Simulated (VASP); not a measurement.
The system is ZnGa2O4.

```
CELL_PARAMETERS angstrom
0.00000 4.17119 4.17119
4.17119 0.00000 4.17119
4.17119 4.17119 0.00000
ATOMIC_POSITIONS crystal
Zn 0.50000 0.50000 0.50000
Zn 0.75000 0.75000 0.75000
Ga 0.12500 0.12500 0.62500
Ga 0.12500 0.62500 0.12500
Ga 0.62500 0.12500 0.12500
Ga 0.12500 0.12500 0.12500
O 0.88651 0.34048 0.88651
O 0.36349 0.36349 0.90952
O 0.36349 0.36349 0.36349
O 0.90952 0.36349 0.36349
O 0.88651 0.88651 0.88651
O 0.34048 0.88651 0.88651
O 0.36349 0.90952 0.36349
O 0.88651 0.88651 0.34048
```

The cell is a database's computed one.

| Item | Value |
| --- | --- |
| Program | VASP 6.6.1 |
| Task | relaxation of cell and atoms |
| Functional | PBE |
| Dispersion | D3(BJ) |
| Potentials or basis | VASP PAW PBE potentials, release 64 (Zn, Ga_d, O) |
| Cutoff | 600 eV |
| k mesh | 6 × 6 × 6 |
| Occupations | gaussian, width 0.03 eV |
| Spin | no spin polarisation |

At the start: pressure 4.5 GPa; volume 10.37 Å³/atom.

Problem. Where does the relaxation end?

Solution. Over 5 steps the energy falls by 3.5 meV/atom and the volume is 10.61 Å³/atom (+2.3 %); space group Fd-3m (No. 227, to 0.05 Å).

Step by step:
```
step  energy change (eV)  largest force (eV/Å)  pressure (GPa)  volume (Å³)
   1              0.0000                0.1655            4.55       145.15
   2             -0.0125                0.2375           -3.43       151.42
   3             -0.0490                0.0572            0.01       148.46
   4             -0.0490                0.0541            0.19       148.39
   5             -0.0496                0.0083            0.04       148.55
```

Final structure:
```
CELL_PARAMETERS angstrom
0.00000 4.20356 4.20356
4.20356 0.00000 4.20356
4.20356 4.20356 0.00000
ATOMIC_POSITIONS crystal
Zn 0.50000 0.50000 0.50000
Zn 0.75000 0.75000 0.75000
Ga 0.12500 0.12500 0.62500
Ga 0.12500 0.62500 0.12500
Ga 0.62500 0.12500 0.12500
Ga 0.12500 0.12500 0.12500
O 0.88638 0.34085 0.88638
O 0.36362 0.36362 0.90915
O 0.36362 0.36362 0.36362
O 0.90915 0.36362 0.36362
O 0.88638 0.88638 0.88638
O 0.34085 0.88638 0.88638
O 0.36362 0.90915 0.36362
O 0.88638 0.88638 0.34085
```
